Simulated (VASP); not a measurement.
# A VASP 6.6.1 single-point calculation on AlN

INCAR

```
LREAL = .FALSE.
EDIFF = 1E-7
NBANDS = 11
NSW = 0
ALGO = Normal
LCHARG = .FALSE.
IBRION = -1
ISMEAR = 0
ENCUT = 520
LASPH = .TRUE.
ISIF = 2
PREC = Accurate
SIGMA = 0.01
METAGGA = R2SCAN
NELM = 68
LWAVE = .FALSE.
ISYM = -1
```

KPOINTS

```
KPOINTS created by Atomic Simulation Environment
0
Gamma
3 3 3
0 0 0
```

POSCAR

```
Al N
 1.0000000000000000
     0.0000000000000000    2.0188684454136765    2.0188684454136765
     2.0188684454136765    0.0000000000000000    2.0188684454136765
     2.0188684454136765    2.0188684454136765    0.0000000000000000
 Al  N
   1   1
Cartesian
 -0.0000000000000000 -0.0000000000000000  0.0000000000000000
  2.0188684454136760  2.0188684454136760  2.0188684454136760
```

The recommended PBE PAW datasets give the neutral cell 8 valence electrons.

Command

```
mpirun -np 1 vasp_std
```

OSZICAR

```
N       E                     dE             d eps       ncg     rms          rms(c)
DAV:   1     0.694212092516E+01    0.69421E+01   -0.42861E+03   626   0.655E+02
DAV:   2    -0.215226350869E+02   -0.28465E+02   -0.27104E+02   703   0.148E+02
DAV:   3    -0.223457005826E+02   -0.82307E+00   -0.82209E+00   698   0.236E+01
DAV:   4    -0.223492784963E+02   -0.35779E-02   -0.35778E-02   669   0.165E+00
DAV:   5    -0.223493127679E+02   -0.34272E-04   -0.34271E-04   675   0.153E-01    0.818E+00
DAV:   6    -0.184512123281E+02    0.38981E+01   -0.59151E+00   636   0.130E+01    0.357E+00
DAV:   7    -0.185108728930E+02   -0.59661E-01   -0.47761E-01   633   0.468E+00    0.210E+00
DAV:   8    -0.185319511708E+02   -0.21078E-01   -0.35513E-02   597   0.147E+00    0.296E-01
DAV:   9    -0.185316525063E+02    0.29866E-03   -0.14390E-03   702   0.249E-01    0.105E-01
DAV:  10    -0.185317393770E+02   -0.86871E-04   -0.15243E-04   627   0.101E-01    0.559E-02
DAV:  11    -0.185317496965E+02   -0.10320E-04   -0.47254E-05   696   0.393E-02    0.689E-03
DAV:  12    -0.185317502821E+02   -0.58556E-06   -0.13294E-06   666   0.980E-03    0.448E-03
DAV:  13    -0.185317488167E+02    0.14654E-05   -0.87988E-08   457   0.203E-03    0.196E-03
DAV:  14    -0.185317482890E+02    0.52763E-06   -0.48122E-08   297   0.148E-03    0.774E-04
DAV:  15    -0.185317482296E+02    0.59434E-07   -0.24990E-09   297   0.573E-04
   1 F= -.18531748E+02 E0= -.18531748E+02  d E =-.305160E-81
```

From OUTCAR

```
k-points           NKPTS =     27   k-points in BZ     NKDIM =     27   number of bands    NBANDS=     11

   NELECT =       8.0000    total number of electrons

   dimension x,y,z NGX =    24 NGY =   24 NGZ =   24
   dimension x,y,z NGXF=    48 NGYF=   48 NGZF=   48

  energy-cutoff  :      520.00
  volume of cell :       16.46
      direct lattice vectors                 reciprocal lattice vectors
     0.000000000  2.018868445  2.018868445    -0.247663488  0.247663488  0.247663488
     2.018868445  0.000000000  2.018868445     0.247663488 -0.247663488  0.247663488
     2.018868445  2.018868445  0.000000000     0.247663488  0.247663488 -0.247663488

 k-points in reciprocal lattice and weights: KPOINTS created by Atomic Simulation Env
   0.00000000  0.00000000  0.00000000       0.037
   0.33333333  0.00000000  0.00000000       0.037
  -0.33333333  0.00000000  0.00000000       0.037
   0.00000000  0.33333333  0.00000000       0.037
   0.33333333  0.33333333  0.00000000       0.037
  -0.33333333  0.33333333  0.00000000       0.037
   0.00000000 -0.33333333  0.00000000       0.037
   0.33333333 -0.33333333  0.00000000       0.037
   ...

 E-fermi :  10.1256

 k-point     1 :       0.0000    0.0000    0.0000
  band No.  band energies     occupation
      1      -8.4901      2.00000
      2       9.9913      2.00000
      3       9.9913      2.00000
      4       9.9913      2.00000
      5      16.5368      0.00000
      6      22.7742      0.00000
      7      22.7742      0.00000
      8      22.7742      0.00000
      9      28.4424      0.00000
     10      28.4424      0.00000
     11      28.5722      0.00000

 k-point     2 :       0.3333    0.0000    0.0000
  band No.  band energies     occupation
      1      -6.3906      2.00000
      2       3.5655      2.00000
      3       9.0707      2.00000
      4       9.0707      2.00000
      5      17.2605      0.00000
      6      22.4194      0.00000
      7      22.4194      0.00000
      8      23.3361      0.00000
      9      27.8362      0.00000
     10      28.8163      0.00000
     11      28.8163      0.00000

 k-point     3 :      -0.3333    0.0000    0.0000
  band No.  band energies     occupation
      1      -6.3906      2.00000
      2       3.5655      2.00000
      3       9.0707      2.00000
      4       9.0707      2.00000
      5      17.2605      0.00000
      6      22.4194      0.00000
      7      22.4194      0.00000
      8      23.3361      0.00000
      9      27.8362      0.00000
     10      28.8163      0.00000
     11      28.8163      0.00000

 k-point     4 :       0.0000    0.3333    0.0000
  band No.  band energies     occupation
      1      -6.3906      2.00000
      2       3.5655      2.00000
      3       9.0707      2.00000
      4       9.0707      2.00000
      5      17.2605      0.00000
      6      22.4194      0.00000
      7      22.4194      0.00000
      8      23.3361      0.00000
      9      27.8362      0.00000
     10      28.8163      0.00000
     11      28.8163      0.00000

 k-point     5 :       0.3333    0.3333    0.0000
  band No.  band energies     occupation
      1      -5.7416      2.00000
      2       4.3154      2.00000
      3       7.6224      2.00000
      4       7.6224      2.00000
      5      16.8414      0.00000
      6      17.0508      0.00000
      7      23.4636      0.00000
      8      27.3078      0.00000
      9      27.3078      0.00000
     10      31.8816      0.00000
     11      36.5934      0.00000

 ...

  Total        0.0566782      0.0566781      0.0566784     -0.0000008     -0.0000008     -0.0000008
  in kB        5.5178811      5.5178763      5.5179061     -0.0000817     -0.0000800     -0.0000780
  external PRESSURE =       5.5178878 kB  Pullay stress =       0.0000000 kB

 POSITION                                       TOTAL-FORCE (eV/Angst)
 -----------------------------------------------------------------------------------
      0.00000      0.00000      0.00000         0.000000     -0.000000      0.000000
      2.01887      2.01887      2.01887        -0.000000      0.000000     -0.000000
 -----------------------------------------------------------------------------------
    total drift:                               -0.000000      0.000000     -0.000000

  FREE ENERGIE OF THE ION-ELECTRON SYSTEM (eV)
  ---------------------------------------------------
  free  energy   TOTEN  =       -18.5317482296 eV

  energy  without entropy=      -18.5317482296  energy(sigma->0) =      -18.53174823
```

It converged. Results: gap between bands v and c on the k mesh 6.55 eV; least direct gap on the k mesh 6.55 eV; pressure 0.6 GPa. Band v is the last that the valence electrons fill when counted band by band, and c is the next.

These settings aren't sound, so the numbers aren't properties of the crystal.

On sound settings r²SCAN gives a gap of 5.53 eV on its mesh and a pressure of -0.8 GPa for the intended cell.

The run took about 14 s on one core of a shared host (Intel Xeon Platinum 8488C) and held 0.14 GiB at most.
